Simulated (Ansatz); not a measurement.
ZnO: a bulk modulus from differences

The cell was reached from a generator's guess, though it ends in a space group that the Crystallography Open Database lists for this formula.

Theory: Ansatz 0.2.0, DFT PBE, scalar-relativistic, plane waves, PAW. Settings of the last relaxation (4-atom cell): 420 eV, 9×9×6 k points, Gaussian smearing of 0.02 eV, no spin polarisation.

Space group P6_3mc (No. 186). a = 3.280 Å, b = 3.280 Å, c = 5.293 Å, α = 90.00°, β = 90.00°, γ = 120.00°
| atom | site | symmetry | x | y | z |
| --- | --- | --- | --- | --- | --- |
| Zn | 2b | 3m. | 0.3333 | 0.6667 | 0.8105 |
| O | 2b | 3m. | 0.6667 | 0.3333 | 0.6896 |

The cell was set to several volumes, with shape and atoms relaxed at each where symmetry leaves them free. Pressure is positive in compression, and energies count from the lowest row.

```csv
row,V (Å³/atom),P (GPa),ΔE (meV/atom),gap on mesh (eV)
1,10.847,21.87,89.9,0.92
2,11.217,?,?,?
3,11.587,9.14,20.0,0.83
4,11.957,4.20,4.7,0.79
5,12.326,0.00,0.0,0.74
6,12.696,-3.57,4.2,0.70
7,13.066,-6.61,16.1,0.66
8,13.559,-9.96,41.8,0.60
```

Problem. Find B = −V·ΔP/ΔV from rows 4 and 6 and from rows 1 and 3, and from the two its slope B′ and its value B0 at zero pressure.

Solution. Rows 4 and 6 give −(11.957 + 12.696)/2 × (-3.57 − (4.20))/(12.696 − 11.957) = 129.6 GPa at a mean pressure of 0.32 GPa. Rows 1 and 3 give −(10.847 + 11.587)/2 × (9.14 − (21.87))/(11.587 − 10.847) = 193.0 GPa at a mean pressure of 15.51 GPa. So B′ = (193.0 − 129.6)/(15.51 − (0.32)) = 4.17 and B0 = 129.6 − 4.17 × (0.32) = 128.3 GPa. A third-order Birch–Murnaghan fit to all the energies gives B0 = 128.9 GPa and B′ = 4.4.

Problem. Estimate the pressure and energy of row 2.

Solution. From row 5, V0 = 12.326 × (1 + (0.00)/128.3) = 12.326 Å³/atom. Murnaghan's form P = (B0/B′)·[(V0/V)^B′ − 1] gives (128.3/4.17) × [(12.326/11.217)^4.17 − 1] = 14.82 GPa; the computed pressure is 14.98 GPa, so the estimate is off by -0.16 GPa. The work of compression from row 3, with the mean of the two pressures, gives ΔE = 20.0 + (14.82 + 9.14)/2 × (11.587 − 11.217)/160.2 × 1000 = 47.7 meV/atom (1 eV/Å³ = 160.2 GPa); the computed value is 47.6 meV/atom.

Problem. Fit the gap against pressure through the other rows and estimate it at the computed pressure of row 2.

Solution. Over the 7 rows the mean pressure is 2.1529 GPa and the mean gap is 0.749 eV. The sums of products of deviations are S_xx = 702.7 and S_xy = 6.906, so the slope is 6.906/702.7 = 0.009828 (r = 0.98, rms misfit 0.02 eV). At 14.98 GPa the line gives 0.749 + (0.009828) × (14.98 − 2.1529) = 0.88 eV. The computed value is 0.88 eV, so the line is off by 0.00 eV, no more than the largest miss among the fitted rows (0.03 eV).

Kohn–Sham gaps at this level usually fall short of measured ones. All volumes keep the k mesh of the relaxed cell. This cell was reached by moving the atoms of another relaxed cell at random and relaxing again, last within the group found; it had no such test of its own.
